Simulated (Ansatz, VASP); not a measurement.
# TiB in VASP and in Ansatz

```
Ti B
1.0
     0.00000    2.10798    2.10798
     2.10798    0.00000    2.10798
     2.10798    2.10798    0.00000
Ti B
1 1
Direct
  0.75000 0.75000 0.75000
  0.00000 0.00000 0.00000
```

Change from the starting cell: volume scaled by 1.01, PAW files.

Alike in both runs: task electric field gradients; functional LDA; k mesh 13 × 13 × 13; occupations fermi-dirac, width 0.05 eV; no spin polarisation.

|  | VASP | Ansatz |
| --- | --- | --- |
| version | VASP 6.6.1 | Ansatz 0.2.0 |
| potentials or method | VASP PAW LDA potentials, release 64 (Ti_sv, B) | PAW with Ansatz's default frozen-core files, scalar-relativistic |
| plane-wave cutoff (eV) | 520 | 420 |
| valence electrons in the cell | 15 | 15 |

|  | VASP | Ansatz | Ansatz less VASP |
| --- | --- | --- | --- |
| pressure (GPa) | 101.4 | 101.2 | -0.24 |
| Vzz of the field gradient on the site that differs most (V/Å²) | 0.0 | 0.0 | 0.00 |

Caveats: the cell as given lies far from equilibrium; so large a pressure means that the cell lies far from this level's equilibrium, or that cutoff or potentials fall short (VASP).
